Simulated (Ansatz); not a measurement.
Theory: Ansatz, DFT PBE, scalar-relativistic, plane waves, PAW. Settings: cutoff 420 eV, Γ-centred meshes spaced at most about 0.3 Å⁻¹ (2π included), Gaussian smearing. No spin polarisation in the final relaxations.

Temperature and zero-point effects are left out.

Compare these two cells of ZnO, each relaxed at this level.

A.

```cif
data_structure
_symmetry_space_group_name_H-M 'P4_2/mnm'
_symmetry_Int_Tables_number 136
_cell_length_a 5.6076
_cell_length_b 5.6076
_cell_length_c 3.2799
_cell_angle_alpha 90.000
_cell_angle_beta 90.000
_cell_angle_gamma 90.000
_cell_volume 103.14
loop_
_atom_site_label
_atom_site_type_symbol
_atom_site_symmetry_multiplicity
_atom_site_Wyckoff_symbol
_atom_site_fract_x
_atom_site_fract_y
_atom_site_fract_z
_atom_site_occupancy
Zn1 Zn 4 g 0.18177 0.18177 0.50000 1
O1 O 4 f 0.81839 0.18161 0.50000 1
```

B.

```cif
data_structure
_symmetry_space_group_name_H-M 'P6_3/mmc'
_symmetry_Int_Tables_number 194
_cell_length_a 3.2778
_cell_length_b 3.2778
_cell_length_c 7.6528
_cell_angle_alpha 90.000
_cell_angle_beta 90.000
_cell_angle_gamma 120.000
_cell_volume 71.20
loop_
_atom_site_label
_atom_site_type_symbol
_atom_site_symmetry_multiplicity
_atom_site_Wyckoff_symbol
_atom_site_fract_x
_atom_site_fract_y
_atom_site_fract_z
_atom_site_occupancy
Zn1 Zn 2 b 0.00000 0.00000 0.75000 1
O1 O 2 c 0.33333 0.66667 0.25000 1
```

Question: Which is lower in energy, and by how much?

Answer: A is lower, by 195 meV/atom. A has space group P4_2/mnm (No. 136), 12.9 Å³/atom and a gap of 0.76 eV on its mesh; B has space group P6_3/mmc (No. 194), 17.8 Å³/atom and a gap of 0.92 eV. Counting O atoms around Zn (those within 1.25 times the shortest such distance or 1.15 times the sum of covalent radii), A has Zn 4 and B has Zn 3. Origin: A is a Materials Project cell, relaxed; B is a Materials Project cell, relaxed. A third cell relaxed alike, in P6_3mc (a measured cell (COD)), lies 23 meV/atom below the lower of the two.

No dispersion correction is applied, so the spacing and binding between layers, chains or molecules are poorly described (P6_3/mmc), and this can change margins and order among such cells. Kohn–Sham gaps at this level usually fall short of measured ones.

The ordering follows the Zn–O bonding. A keeps Zn fourfold coordinated in a three-dimensional network, as in wurtzite, and lies only 23 meV/atom above the P6_3mc cell, which agrees with wurtzite being the ambient ground state. That small penalty probably reflects angular strain, since A contains square Zn–O rings that force some bond angles well below the tetrahedral value.

B consists of flat, threefold-coordinated sheets. Their shorter in-plane bonds only partly make up for the lost fourth neighbour, which is probably the main source of the 195 meV/atom, with missing interlayer attraction as another possible contribution. The stacking also matters: Zn sits directly above Zn, so the sheets gain little from the cation–anion attraction that draws layers together when Zn faces O. The separation and the large volume of 17.8 Å³/atom fit this picture. The energy of B therefore shouldn't be read as that of the compact hexagonal form of ZnO, in which Zn also bonds to O in adjacent layers.
